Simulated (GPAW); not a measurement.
# WS2 in GPAW: equation of state

Aim: energy against volume of WS2 in PBE, for its equilibrium volume and stiffness.

Program: GPAW 26.7.0. These are calculated values, not measurements. Logs are shortened: lines on timing, memory, paths and dates and some standing lists are left out, and cuts for length are marked. The log counts tension as positive stress, the text compression.

**1. The slab as given**

The cell holds a slab with vacuum, 3 atoms: a = 3.184 Å, b = 3.184 Å, c = 16.951 Å, α = 90.00°, β = 90.00°, γ = 120.00°.

**2. Equation of state, PBE**

Input file run.py:

```python
from ase.eos import EquationOfState
from ase.io import Trajectory, read
from ase.units import GPa
from gpaw import GPAW, PW

atoms = read('POSCAR')

traj = Trajectory('eos.traj', 'w')
volumes, energies = [], []
for x in [0.94, 0.96, 0.98, 1.0, 1.02, 1.04, 1.06]:
    a = atoms.copy()
    a.set_cell(atoms.cell * x**(1 / 3), scale_atoms=True)
    calc = GPAW(mode=PW(600),
                xc='PBE',
                kpts={'size': (10, 10, 2), 'gamma': True},
                occupations={'name': 'fermi-dirac', 'width': 0.05},
                nbands=25,
                convergence={'density': 1e-05, 'energy': 1e-05},
                maxiter=150,
                txt=f'eos-{x:.2f}.txt')
    a.calc = calc
    energies.append(a.get_potential_energy(force_consistent=True))
    volumes.append(a.get_volume())
    p = -a.get_stress()[:3].mean() / GPa
    calc.write(f'eos-{x:.2f}.gpw')
    traj.write(a)
    print(f'{x:.2f} {volumes[-1]:10.4f} A^3 {energies[-1]:14.6f} eV {p:9.3f} GPa', flush=True)

v0, e0, B = EquationOfState(volumes, energies, eos='birchmurnaghan').fit()
print(f'V0 = {v0:.4f} A^3, E0 = {e0:.6f} eV, B0 = {B / GPa:.2f} GPa')
```

Input file POSCAR:

```
WS2
1.0
    3.1835163552      0.0000000000      0.0000000000
   -1.5917581776      2.7570060369      0.0000000000
    0.0000000000      0.0000000000     16.9505778900
W S
1 2
Direct
    0.0000000000      0.0000000000      0.0000000000
    0.3333333333      0.6666666667      0.0920005100
    0.3333333333      0.6666666667      0.9079994900
```

Potentials or basis: GPAW PAW data sets (gpaw-data 1.2.1), pw.

Command:

```console
OMP_NUM_THREADS=1 python run.py
```

Log:

```text
__  _  _
 | _ |_)|_||  |
 |__||  | ||/\| - 26.7.0

Input parameters:
  mode=PW(ecut=600.0),
  convergence={'density': 1e-05, 'energy': 1e-05},
  kpts=MonkhorstPack(size=(10, 10, 2), gamma=True),
  maxiter=150,
  nbands=25,
  occupations=Occupations(name='fermi-dirac', width=0.05),
  xc=XC(name='PBE')

Diagonalizing LCAO Hamiltonian
Converting LCAO to pw mode

         S

         S

       W

Atoms  # Å, Bohr magnetons
|   | symbol |         x |        y |         z |    initial magnetic moments |
|---|--------|-----------|----------|-----------|-----------------------------|
| 0 |      W |  0.000000 | 0.000000 |  0.000000 | ( 0.0000,  0.0000,  0.0000) |
| 1 |      S | -0.000000 | 1.800483 |  1.527627 | ( 0.0000,  0.0000,  0.0000) |
| 2 |      S | -0.000000 | 1.800483 | 15.076924 | ( 0.0000,  0.0000,  0.0000) |

Unit cell  # Å
| periodic |         x |        y |         z |   lengths |     angles |
|----------|-----------|----------|-----------|-----------|------------|
|      yes |  3.118528 | 0.000000 |  0.000000 |  3.118528 |  90.000000 |
|      yes | -1.559264 | 2.700725 |  0.000000 |  3.118528 |  90.000000 |
|      yes |  0.000000 | 0.000000 | 16.604551 | 16.604551 | 120.000000 |

Number of symmetries: 12
Symmetry operations  # r_c * U_cc + t_c -> r_c
|    | kind |            matrix            |
|----|------|------------------------------|
|  0 |  σ   |  1, 1, 0,  0,-1, 0,  0, 0, 1 |
|  1 |  C2  |  1, 1, 0,  0,-1, 0,  0, 0,-1 |
|  2 |  E   |  1, 0, 0,  0, 1, 0,  0, 0, 1 |
|  3 |  σ   |  1, 0, 0,  0, 1, 0,  0, 0,-1 |
|  4 |  C3  |  0, 1, 0, -1,-1, 0,  0, 0, 1 |
|  5 |  S3  |  0, 1, 0, -1,-1, 0,  0, 0,-1 |
|  6 |  σ   |  0,-1, 0, -1, 0, 0,  0, 0, 1 |
|  7 |  C2  |  0,-1, 0, -1, 0, 0,  0, 0,-1 |
|  8 |  σ   | -1, 0, 0,  1, 1, 0,  0, 0, 1 |
|  9 |  C2  | -1, 0, 0,  1, 1, 0,  0, 0,-1 |
| 10 |  C3  | -1,-1, 0,  1, 0, 0,  0, 0, 1 |
| 11 |  S3  | -1,-1, 0,  1, 0, 0,  0, 0,-1 |

BZ-sampling:
  Number of BZ points: 200
  Number of IBZ points: 28

  Monkhorst-Pack size: [10, 10, 2]
  Monkhorst-Pack shift: [0.05, 0.05, 0.25]

K-points  # in reciprocal-cell coordinates
|     |                                coordinates |     weight |
|-----|--------------------------------------------|------------|
|   0 | (  0.00000000,   0.00000000,   0.00000000) | 0.00500000 |
|   1 | (  0.00000000,   0.00000000,   0.50000000) | 0.00500000 |
|   2 | (  0.10000000,   0.00000000,   0.00000000) | 0.03000000 |
|   3 | (  0.10000000,   0.00000000,   0.50000000) | 0.03000000 |
|   4 | (  0.20000000,  -0.10000000,   0.00000000) | 0.03000000 |
|   5 | (  0.20000000,  -0.10000000,   0.50000000) | 0.03000000 |
|   6 | (  0.20000000,   0.00000000,   0.00000000) | 0.03000000 |
|   7 | (  0.20000000,   0.00000000,   0.50000000) | 0.03000000 |
|   8 | (  0.30000000,  -0.10000000,   0.00000000) | 0.06000000 |
|   9 | (  0.30000000,  -0.10000000,   0.50000000) | 0.06000000 |
| ... |                                            |            |
|  27 | (  0.50000000,   0.50000000,   0.50000000) | 0.01500000 |

Plane wave coefficients: 4688
Cutoff: 600.0 eV

Spin-components: 1 (collinear spins)
Bands:           25
Projectors:      16
Spin-degeneracy: 2
Datatype:        complex128

Parallelization:
  kpt:    1
  domain: 1
  band:   1

Density:
  Valence electrons: 26.0
  Components: 1
  Grid points: [18 18 96]
  Charge: 0.0  # |e|

Potential:
  Grid points: [18 18 96]

species:
  W:
    name:    Tungsten
    Z:       74.0
    valence: 14
    core:    60
    charge:  0.0  # [|e|]
    compensation charges:
      type: gauss
      rc: 0.40  # [Å]
      lmax: 2
    cutoffs:
      filter: 2.36  # [Å]
      core: 3.02  # [Å]
    projectors
    | kind |    occ | energy [eV] | rcut [Å] |
    |------|--------|-------------|----------|
    |   5s |  2.000 |     -78.830 |    1.344 |
    |   6s |  2.000 |      -5.697 |    1.344 |
    |   5p |  6.000 |     -43.233 |    1.355 |
    |   6p |  0.000 |      -1.367 |    1.355 |
    |   5d |  4.000 |      -4.494 |    1.228 |
    |    d |        |      22.717 |    1.228 |

    Using partial waves for W as LCAO basis

  S:
    name:    Sulfur
    Z:       16.0
    valence: 6
    core:    10
    charge:  0.0  # [|e|]
    compensation charges:
      type: gauss
      rc: 0.24  # [Å]
      lmax: 2
    cutoffs:
      filter: 1.77  # [Å]
      core: 1.66  # [Å]
    projectors
    | kind |    occ | energy [eV] | rcut [Å] |
    |------|--------|-------------|----------|
    |   3s |  2.000 |     -17.254 |    0.974 |
    |   3p |  4.000 |      -7.008 |    0.979 |
    |    s |        |       9.957 |    0.974 |
    |    p |        |      20.203 |    0.979 |
    |    d |        |       0.000 |    0.900 |

    Using partial waves for S as LCAO basis

Reference energy: -460486.911450  # eV

eigensolver:
  PPCG
  Converge bands: occupied
  niter=2

density mixing:
  MSR1-Mixer
  Pratt-step length: 0.05
  Maximum mixing coefficient: 0.75
  Old densities: 10
  SVD Regularization: 0.005
  Good broyden scale: 1.0
  Trust region scale: 1.0
  Backstep threshold: 4.0
  History deletion threshold: 6.0
  Fourier metric: weight=20.0, sigma=0.015

occupation numbers:
  Fermi-Dirac:
    width: 0.0500  # eV

poisson solver:
  ecut: 4800.0  # eV

xc functional:
  name: PBE with 2 nearest neighbor stencil

convergence criteria:
- Maximum integral of absolute [dens]ity change: 1e-05 electrons / valence electron
- Maximum [total energy] change in last 3 cyles: 1e-05 eV / valence electron
- Maximum integral of absolute [eigenst]ate change: 4e-08 eV^2 / valence electron
maximum number of iterations: 150

SCF iterations
|iter     | |      energy | eigst |  dens |
|---------|-|-------------|-------|-------|
|iter:   1| |  -22.457875 | +0.26 |       |
|iter:   2| |  -22.419410 | -1.46 | -1.17 |
|iter:   3| |  -22.165860 | -1.48 | -1.21 |
|iter:   4| |  -22.206386 | -1.84 | -1.62 |
|iter:   5| |  -22.115700 | -2.38 | -1.60 |
|iter:   6| |  -22.116500 | -3.53 | -2.09 |
|iter:   7| |  -22.116521 | -4.47 | -2.96 |
|iter:   8| |  -22.116526c| -5.20 | -3.48 |
|iter:   9| |  -22.116526c| -5.87 | -4.31 |
|iter:  10| |  -22.116526c| -6.41 | -5.02c|
|iter:  11| |  -22.116526c| -6.91 | -5.54c|
|iter:  12| |  -22.116526c| -7.38 | -6.27c|
|iter:  13| |  -22.116526c| -7.78c| -6.71c|

Converged in 13 steps
Energy contributions relative to reference atoms: (reference = -460486.911450)

Energy contributions:
  Kinetic:          31.562127
  Coulomb:         -31.154540
  Zero:              0.169078
  External:          0.000000
  Xc:              -22.693191
  Entropy:          -0.000000
  Spinorbit:         0.000000
  ----------------------------
  Free energy:     -22.116526
  Extrapolated:    -22.116526

dipole moment: (-9.361808, -7.997994, -61.803242)  # |e|*Ang

Fermi level: 0.490
Eigenvalues  # (at kpt = [0.000, 0.000, 0.000])
| band index |      eig [eV] | occ [0-2] |
|------------|---------------|-----------|
|          0 |       -74.104 |     2.000 |
|        ... |               |           |
|          5 |       -13.750 |     2.000 |
|          6 |        -7.104 |     2.000 |
|          7 |        -3.539 |     2.000 |
|          8 |        -3.539 |     2.000 |
|          9 |        -2.601 |     2.000 |
|         10 |        -2.159 |     2.000 |
|         11 |        -2.159 |     2.000 |
|         12 |        -0.479 |     2.000 |
|         13 |         2.634 |     0.000 |
|         14 |         2.634 |     0.000 |
|         15 |         2.917 |     0.000 |
|         16 |         2.917 |     0.000 |
|         17 |         4.677 |     0.000 |
|         18 |         5.033 |     0.000 |
|         19 |         5.260 |     0.000 |
|         20 |         6.302 |     0.000 |
|        ... |               |           |
|         24 |        10.188 |     0.000 |

Gap: 2.172 eV
Transition (v -> c):
  (s=0, k=1, n=12, [0.00, 0.00, 0.50]) -> (s=0, k=19, n=13, [0.40, 0.30, 0.50])
Direct/indirect transitions are different
Direct gap: 2.333 eV
Transition at: (s=0, k=19, n=12, [0.40, 0.30, 0.50])

Stress tensor  # eV/Ang^3
|         x |         y |         z |
|-----------|-----------|-----------|
| -0.028309 |  0.000000 |  0.000000 |
|  0.000000 | -0.028309 |  0.000000 |
|  0.000000 |  0.000000 | -0.032806 |

# Writing to eos-0.94.gpw (mode='')
```

Wall time 7.3 min (1 thread of Arm Neoverse V2, shared host); peak memory 0.51 GiB.

Results:

| Quantity | Value |
| --- | --- |
| Equilibrium volume | 50.12 Å³/atom |
| Bulk modulus at fixed shape and positions | 57 GPa |
| Pressure derivative of the bulk modulus | 4.4 |

Energy against volume, from the lowest point:
```tsv
volume (Å³/atom)	energy (meV/atom)
46.616	48.55
47.608	23.67
48.600	7.88
49.592	0.26
50.583	0.00
51.575	6.33
52.567	18.60
```

Caveat: the cell was scaled at fixed shape and fractional positions, which overstates the stiffness of a crystal with free parameters, most of all of layers and chains. Spin-orbit coupling is left out, which matters for the levels of W.
